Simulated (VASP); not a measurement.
CaO: equation of state with PBE

CaO:

```
CELL_PARAMETERS angstrom
3.99198 0.00000 0.00000
-1.99599 3.45715 0.00000
0.00000 0.00000 4.78484
ATOMIC_POSITIONS crystal
Ca 0.66667 0.33333 0.25000
Ca 0.33333 0.66667 0.75000
O 0.66667 0.33333 0.75000
O 0.33333 0.66667 0.25000
```

The cell comes from a database or a generator and needn't be the stable form of this composition.

```json
{"Program": "VASP 6.6.1", "Task": "equation of state", "Functional": "PBE", "Potentials or basis": "VASP PAW PBE potentials, release 64 (Ca_sv, O)", "Cutoff": "520 eV", "k mesh": "8 × 8 × 6", "Occupations": "fermi-dirac, width 0.05 eV", "Spin": "no spin polarisation"}
```

```yaml
Equilibrium_volume: 16.81 Å³/atom
Bulk_modulus_at_fixed_shape_and_positions: 86 GPa
Pressure_derivative_of_the_bulk_modulus: 4.3
```

Energy against volume, from the lowest point:
| volume (Å³/atom) | energy (meV/atom) |
| --- | --- |
| 15.518 | 30.68 |
| 15.848 | 16.42 |
| 16.179 | 6.86 |
| 16.509 | 1.52 |
| 16.839 | 0.00 |
| 17.169 | 1.92 |
| 17.499 | 6.93 |

All runs of the series together: 6.7 min on 1 thread of Intel(R) Xeon(R) Platinum 8488C (Sapphire Rapids), with other jobs on the host.

Caveat: the cell was scaled at fixed shape and fractional positions, which overstates the stiffness of a crystal with free parameters, most of all of layers and chains.
